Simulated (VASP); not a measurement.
# CdS (Hawleyite) (F-43m) in VASP: a series of runs, part 2 of 2

VASP 6.6.1. Earlier steps stand in the parts before.

### 3 Single point, PBE (volume scaled by 0.94)

The input, INCAR:

```
PREC     = Accurate       # precision mode
ENCUT    = 520            # plane-wave cutoff, eV
EDIFF    = 1E-6           # SCF threshold, eV
ISMEAR   = -1             # smearing method
SIGMA    = 0.05           # smearing width, eV
LREAL    = F              # projectors in reciprocal space
LASPH    = T              # aspherical terms in the spheres
NELM     = 80             # most SCF steps
ALGO     = Normal         # electronic algorithm
ISIF     = 2              # what is computed and relaxed
LWAVE    = F              # write WAVECAR
LCHARG   = F              # write CHGCAR
GGA      = PE             # functional
NBANDS   = 16             # bands
```

The input, KPOINTS:

```
regular mesh
0
Gamma
  8 8 8
```

The input, POSCAR:

```
CdS
1.0
    0.0000000000      2.8569628861      2.8569628861
    2.8569628861      0.0000000000      2.8569628861
    2.8569628861      2.8569628861      0.0000000000
Cd S
1 1
Direct
    0.0000000000      0.0000000000      0.0000000000
    0.7500000000      0.7500000000      0.7500000000
```

Potentials or basis: VASP PAW PBE potentials, release 64 (Cd, S).

Command:

```console
$ cat potpaw_PBE.64/Cd/POTCAR potpaw_PBE.64/S/POTCAR > POTCAR
$ mpirun -np 1 vasp_std > vasp.out
```

OUTCAR:

```text
PREC = Accurate
   ENCUT = 520
   EDIFF = 1E-6
   ISMEAR = -1
   LREAL = F
   LASPH = T
   NELM = 80
   ISIF = 2
   GGA = PE

 ion  position               nearest neighbor table
   1  0.000  0.000  0.000-   2 2.47   2 2.47   2 2.47   2 2.47
   2  0.750  0.750  0.750-   1 2.47   1 2.47   1 2.47   1 2.47

  LATTYP: Found a face centered cubic cell.
 ALAT       =     5.7139257722

  Lattice vectors:

 A1 = (   0.0000000000,   2.8569628861,   2.8569628861)
 A2 = (   2.8569628861,   0.0000000000,   2.8569628861)
 A3 = (   2.8569628861,   2.8569628861,   0.0000000000)

Analysis of symmetry for initial positions (statically):
=====================================================================
 Subroutine PRICEL returns:
 Original cell was already a primitive cell.

 Routine SETGRP: Setting up the symmetry group for a
 face centered cubic supercell.

 Subroutine GETGRP returns: Found 24 space group operations
 (whereof 24 operations were pure point group operations)
 out of a pool of 48 trial point group operations.

The static configuration has the point symmetry T_d .

Analysis of symmetry for dynamics (positions and initial velocities):
=====================================================================
 Subroutine PRICEL returns:
 Original cell was already a primitive cell.

 Routine SETGRP: Setting up the symmetry group for a
 face centered cubic supercell.

 Subroutine GETGRP returns: Found 24 space group operations
 (whereof 24 operations were pure point group operations)
 out of a pool of 48 trial point group operations.

The dynamic configuration has the point symmetry T_d .

 Subroutine INISYM returns: Found 24 space group operations
 (whereof 24 operations are pure point group operations),
 and found     1 'primitive' translations

----------------------------------------------------------------------------------------
[... 110 lines left out ...]
   IALGO  =     38    algorithm
   IMIX   =      4    mixing-type and parameters
     AMIX     =   0.40;   BMIX     =  1.00
     AMIX_MAG =   1.60;   BMIX_MAG =  1.00
  volume/ion in A,a.u.               =      23.32       157.37
  Fermi-wavevector in a.u.,A,eV,Ry     =   1.191931  2.252423 19.329786  1.420699
  Thomas-Fermi vector in A             =   2.327981
   LORBIT       =      0    0 simple, 1 ext, 2 COOP (PROOUT), +10 PAW based schemes
   GGA     = PE    functional components
   LHFCALC =     F    Hartree Fock is set to
   AEXX    =    0.0000 exact exchange contribution
   IVDW    =     0    specifies the selected vdW correction
   LEPSILON=     F    determine dielectric tensor
   LRPA    =     F    only Hartree local field effects (RPA)
 non-spin polarized calculation
  energy-cutoff  :      520.00
  volume of cell :       46.64
 maximum number of plane-waves:      1283
   NGX = 15   NGY = 15   NGZ = 15

 number of electron      18.0000004 magnetization

 Free energy of the ion-electron system (eV)
  ---------------------------------------------------
  ext. energy  EPLUGINS =         0.00000000
  ---------------------------------------------------
  free energy    TOTEN  =        -6.01905195 eV

  energy without entropy =       -6.01905192  energy(sigma->0) =       -6.01905193

 E-fermi :   2.5474     XC(G=0):  -9.4433

 val. band max:        1.8702106266   @ k =   0.0000   0.0000   0.0000
 cond. band min:       3.1525316666   @ k =   0.0000   0.0000   0.0000
 fundamental gap:      1.2823210400
 Fermi energy:         2.5474187807

 k-point     1 :       0.0000    0.0000    0.0000
  band No.  band energies     occupation
      1     -10.9029      2.00000
      2      -6.1100      2.00000
      3      -6.1100      2.00000
      4      -6.1100      2.00000
      5      -5.5399      2.00000
      6      -5.5399      2.00000
[... 433 lines left out ...]
      3      -5.8731      2.00000
      4      -5.5743      2.00000
      5      -5.5089      2.00000
      6      -4.9681      2.00000
[... 8 lines left out ...]
     15      14.3281      0.00000
     16      15.2461      0.00000

 [... further k-points ...]

------------------------ aborting loop because EDIFF is reached ----------------------------------------

  FORCE on cell =-STRESS in cart. coord.  units (eV):
  Direction    XX          YY          ZZ          XY          YZ          ZX
  --------------------------------------------------------------------------------------
  -------------------------------------------------------------------------------------
  Total        2.3276352      2.3276352      2.3276352      0.0000000      0.0000000      0.0000000
  in kB       79.9616423     79.9616423     79.9616423      0.0000000      0.0000000      0.0000000
  external PRESSURE =      79.9616423 kB  Pullay stress =       0.0000000 kB

 VOLUME and BASIS-vectors are now :
 -----------------------------------------------------------------------------
  energy-cutoff  :      520.00
  volume of cell :       46.64
      direct lattice vectors                 reciprocal lattice vectors
     0.000000000  2.856962886  2.856962886    -0.175011024  0.175011024  0.175011024
     2.856962886  0.000000000  2.856962886     0.175011024 -0.175011024  0.175011024
     2.856962886  2.856962886  0.000000000     0.175011024  0.175011024 -0.175011024

 POSITION                                       TOTAL-FORCE (eV/Angst)
 -----------------------------------------------------------------------------------
      0.00000      0.00000      0.00000         0.000000      0.000000     -0.000000
      4.28544      4.28544      4.28544        -0.000000     -0.000000      0.000000
 -----------------------------------------------------------------------------------
    total drift:                                0.000001      0.000001      0.000001

  FREE ENERGIE OF THE ION-ELECTRON SYSTEM (eV)
  ---------------------------------------------------
  free  energy   TOTEN  =        -6.0190519485 eV

  energy  without entropy=       -6.0190519176  energy(sigma->0) =       -6.01905193
```

It took 10 s on 1 thread of Intel Xeon 6975P-C (Granite Rapids), shared host; peak memory 0.16 GiB.

Results:

```yaml
Free_energy: -6.0191 eV
Pressure: 8.0 GPa
Band_gap_on_the_k_mesh: 1.28 eV, direct
```

Levels at points of the mesh, in eV from the valence-band top:
```tsv
k point	band 5	band 6	band 7	band 8	band 9	band 10	band 11	band 12	band 13	band 14
(0.00, 0.00, 0.00)	-7.41	-7.41	0.00	0.00	0.00	1.28	6.52	6.52	6.52	11.57
(0.50, 0.00, 0.00)	-7.36	-6.97	-4.80	-0.85	-0.85	3.10	7.00	7.00	7.66	11.29
(0.50, 0.50, 0.00)	-7.30	-6.90	-4.23	-2.11	-2.11	3.44	4.41	9.51	11.15	11.15
```

### 4 Single point, PBE

The input, INCAR:

```
ALGO     = Normal         # electronic algorithm
EDIFF    = 1E-7           # SCF threshold, eV
ENCUT    = 520            # plane-wave cutoff, eV
GGA      = PE             # functional
ISIF     = 2              # what is computed and relaxed
ISMEAR   = -1             # smearing method
LASPH    = True           # aspherical terms in the spheres
LCHARG   = False          # write CHGCAR
LREAL    = False          # projectors in reciprocal space
LWAVE    = False          # write WAVECAR
NBANDS   = 16             # bands
NELM     = 100            # most SCF steps
PREC     = Accurate       # precision mode
SIGMA    = 0.04           # smearing width, eV
```

The input, KPOINTS:

```
k-points
0
Gamma
  6 6 6
```

The input, POSCAR:

```
CdS
1.0
    0.0000000000      2.9165000000      2.9165000000
    2.9165000000      0.0000000000      2.9165000000
    2.9165000000      2.9165000000      0.0000000000
Cd S
1 1
Direct
    0.0000000000      0.0000000000      0.0000000000
    0.7500000000      0.7500000000      0.7500000000
```

Potentials or basis: VASP PAW PBE potentials, release 64 (Cd, S).

Command:

```console
$ cat potpaw_PBE.64/Cd/POTCAR potpaw_PBE.64/S/POTCAR > POTCAR
$ mpirun -np 1 vasp_std > vasp.out
```

OUTCAR:

```text
EDIFF = 1E-7
   ENCUT = 520
   GGA = PE
   ISIF = 2
   ISMEAR = -1
   LASPH = True
   LREAL = False
   NELM = 100
   PREC = Accurate

 ion  position               nearest neighbor table
   1  0.000  0.000  0.000-   2 2.53   2 2.53   2 2.53   2 2.53
   2  0.750  0.750  0.750-   1 2.53   1 2.53   1 2.53   1 2.53

  LATTYP: Found a face centered cubic cell.
 ALAT       =     5.8330000000

  Lattice vectors:

 A1 = (   0.0000000000,   2.9165000000,   2.9165000000)
 A2 = (   2.9165000000,   0.0000000000,   2.9165000000)
 A3 = (   2.9165000000,   2.9165000000,   0.0000000000)

Analysis of symmetry for initial positions (statically):
=====================================================================
 Subroutine PRICEL returns:
 Original cell was already a primitive cell.

 Routine SETGRP: Setting up the symmetry group for a
 face centered cubic supercell.

 Subroutine GETGRP returns: Found 24 space group operations
 (whereof 24 operations were pure point group operations)
 out of a pool of 48 trial point group operations.

The static configuration has the point symmetry T_d .

Analysis of symmetry for dynamics (positions and initial velocities):
=====================================================================
 Subroutine PRICEL returns:
 Original cell was already a primitive cell.

 Routine SETGRP: Setting up the symmetry group for a
 face centered cubic supercell.

 Subroutine GETGRP returns: Found 24 space group operations
 (whereof 24 operations were pure point group operations)
 out of a pool of 48 trial point group operations.

The dynamic configuration has the point symmetry T_d .

 Subroutine INISYM returns: Found 24 space group operations
 (whereof 24 operations are pure point group operations),
 and found     1 'primitive' translations

[... 102 lines left out ...]
   IALGO  =     38    algorithm
   IMIX   =      4    mixing-type and parameters
     AMIX     =   0.40;   BMIX     =  1.00
     AMIX_MAG =   1.60;   BMIX_MAG =  1.00
  volume/ion in A,a.u.               =      24.81       167.41
  Fermi-wavevector in a.u.,A,eV,Ry     =   1.167599  2.206442 18.548649  1.363287
  Thomas-Fermi vector in A             =   2.304097
   LORBIT       =      0    0 simple, 1 ext, 2 COOP (PROOUT), +10 PAW based schemes
   GGA     = PE    functional components
   LHFCALC =     F    Hartree Fock is set to
   AEXX    =    0.0000 exact exchange contribution
   IVDW    =     0    specifies the selected vdW correction
   LEPSILON=     F    determine dielectric tensor
   LRPA    =     F    only Hartree local field effects (RPA)
 non-spin polarized calculation
  energy-cutoff  :      520.00
  volume of cell :       49.62
 maximum number of plane-waves:      1363
 NGX is ok and might be reduce to    32
   NGX = 15   NGY = 15   NGZ = 15

 number of electron      18.0000004 magnetization

 Free energy of the ion-electron system (eV)
  ---------------------------------------------------
  ext. energy  EPLUGINS =         0.00000000
  ---------------------------------------------------
  free energy    TOTEN  =        -6.11905971 eV

  energy without entropy =       -6.11905970  energy(sigma->0) =       -6.11905970

 E-fermi :   1.9136     XC(G=0):  -9.1488

 val. band max:        1.3165775875   @ k =   0.0000   0.0000   0.0000
 cond. band min:       2.4652637863   @ k =   0.0000   0.0000   0.0000
 fundamental gap:      1.1486861988
 Fermi energy:         1.9135603573

 k-point     1 :       0.0000    0.0000    0.0000
  band No.  band energies     occupation
      1     -11.0530      2.00000
      2      -6.4135      2.00000
      3      -6.4135      2.00000
      4      -6.4135      2.00000
      5      -5.9339      2.00000
      6      -5.9339      2.00000
[... 281 lines left out ...]
      3      -6.1406      2.00000
      4      -6.0117      2.00000
      5      -5.8918      2.00000
      6      -5.3467      2.00000
[... 8 lines left out ...]
     15      14.5185      0.00000
     16      14.6367      0.00000

------------------------ aborting loop because EDIFF is reached ----------------------------------------

  FORCE on cell =-STRESS in cart. coord.  units (eV):
  Direction    XX          YY          ZZ          XY          YZ          ZX
  --------------------------------------------------------------------------------------
  -------------------------------------------------------------------------------------
  Total        0.9961666      0.9961666      0.9961666     -0.0000000      0.0000000      0.0000000
  in kB       32.1681903     32.1681903     32.1681903     -0.0000000      0.0000000      0.0000000
  external PRESSURE =      32.1681903 kB  Pullay stress =       0.0000000 kB

 VOLUME and BASIS-vectors are now :
 -----------------------------------------------------------------------------
  energy-cutoff  :      520.00
  volume of cell :       49.62
      direct lattice vectors                 reciprocal lattice vectors
     0.000000000  2.916500000  2.916500000    -0.171438368  0.171438368  0.171438368
     2.916500000  0.000000000  2.916500000     0.171438368 -0.171438368  0.171438368
     2.916500000  2.916500000  0.000000000     0.171438368  0.171438368 -0.171438368

 POSITION                                       TOTAL-FORCE (eV/Angst)
 -----------------------------------------------------------------------------------
      0.00000      0.00000      0.00000         0.000000      0.000000      0.000000
      4.37475      4.37475      4.37475        -0.000000     -0.000000     -0.000000
 -----------------------------------------------------------------------------------
    total drift:                                0.000000      0.000000      0.000000

  FREE ENERGIE OF THE ION-ELECTRON SYSTEM (eV)
  ---------------------------------------------------
  free  energy   TOTEN  =        -6.1190597105 eV

  energy  without entropy=       -6.1190596988  energy(sigma->0) =       -6.11905970
```

OSZICAR:

```text
N       E                     dE             d eps       ncg     rms          rms(c)
DAV:   1     0.111073576636E+03    0.11107E+03   -0.90253E+03   520   0.102E+03
DAV:   2    -0.238685309733E+01   -0.11346E+03   -0.10737E+03   616   0.257E+02
DAV:   3    -0.663749737532E+01   -0.42506E+01   -0.42430E+01   656   0.519E+01
DAV:   4    -0.666417083159E+01   -0.26673E-01   -0.26671E-01   632   0.396E+00
DAV:   5    -0.666453814040E+01   -0.36731E-03   -0.36731E-03   632   0.442E-01    0.812E+00
DAV:   6    -0.613818321763E+01    0.52635E+00   -0.83438E-01   768   0.116E+01    0.651E+00
DAV:   7    -0.611861881693E+01    0.19564E-01   -0.19950E-01   624   0.305E+00    0.316E+00
DAV:   8    -0.611894930690E+01   -0.33049E-03   -0.18568E-02   568   0.173E+00    0.313E-01
DAV:   9    -0.611886063670E+01    0.88670E-04   -0.21765E-03   632   0.697E-01    0.599E-02
DAV:  10    -0.611898409350E+01   -0.12346E-03   -0.24822E-04   624   0.161E-01    0.668E-02
DAV:  11    -0.611906648056E+01   -0.82387E-04   -0.12431E-04   640   0.913E-02    0.206E-02
DAV:  12    -0.611905871630E+01    0.77643E-05   -0.25687E-05   632   0.671E-02    0.994E-03
DAV:  13    -0.611906003470E+01   -0.13184E-05   -0.45776E-06   616   0.129E-02    0.125E-02
DAV:  14    -0.611905972539E+01    0.30931E-06   -0.34603E-07   696   0.336E-03    0.486E-03
DAV:  15    -0.611905971051E+01    0.14883E-07   -0.25804E-08   400   0.105E-03
   1 F= -.61190597E+01 E0= -.61190597E+01  d E =-.116951E-07
```

stdout:

```text
POSCAR found type information on POSCAR CdS
 POSCAR found :  2 types and       2 ions
 scaLAPACK will be used
 LDA part: xc-table for (Slater+PW92), standard interpolation
 POSCAR, INCAR and KPOINTS ok, starting setup
 FFT: planning ... GRIDC
 FFT: planning ... GRID_SOFT
 FFT: planning ... GRID
 WAVECAR not read
 entering main loop
```

Wall time 12 s (1 thread of Intel Xeon Platinum 8259CL at 2.50GHz (Skylake/Cascade Lake), shared host); peak memory 0.18 GiB.

Results:

| Property | Result |
| --- | --- |
| Free energy | -6.1191 eV |
| Pressure | 3.2 GPa |
| Band gap on the k mesh | 1.15 eV, direct |

### 5 Overview

```tsv
cell	k mesh	smearing	gap on the mesh (eV)	pressure (GPa)
as given	8 × 8 × 8	fermi-dirac 0.05 eV	1.15	3.2
volume scaled by 0.94	8 × 8 × 8	fermi-dirac 0.05 eV	1.28	8.0
as given	6 × 6 × 6	fermi-dirac 0.04 eV	1.15	3.2
```

Alike in all rows: task single point; level PBE; potentials or basis VASP PAW PBE potentials, release 64 (Cd, S); no spin polarisation; cutoff (eV) 520.

Total energies depend on the potentials used, so only differences within one code and one set of settings carry meaning.
